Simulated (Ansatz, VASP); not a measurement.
Two plane-wave programs on Ga

```
CELL_PARAMETERS angstrom
2.21789 -3.74191 0.00000
2.21789 3.74191 0.00000
0.00000 0.00000 4.42496
ATOMIC_POSITIONS crystal
Ga 0.84436 0.15564 0.08594
Ga 0.65564 0.34436 0.58594
Ga 0.15564 0.84436 0.91406
Ga 0.34436 0.65564 0.41406
```

Alike in both runs: task single point; functional LDA; k mesh 8 × 8 × 7; no spin polarisation.

```csv
,VASP,Ansatz
version,VASP 6.6.1,Ansatz 0.2.0
potentials or method,"VASP PAW LDA potentials, release 64 (Ga_d)","plane waves (420 eV) with PAW, scalar-relativistic"
plane-wave cutoff (eV),520,420
occupations,"methfessel-paxton of order 1, width 0.2 eV","cold, width 0.2 eV"
valence electrons in the cell,52,52
```

|  | VASP | Ansatz | Ansatz less VASP |
| --- | --- | --- | --- |
| pressure (GPa) | 0.1 | 0.0 | -0.15 |
| largest component of the traceless stress (GPa) | 0.15 | 0.05 | -0.103 |

Ansatz warned: «pseudo_functional_mismatch».
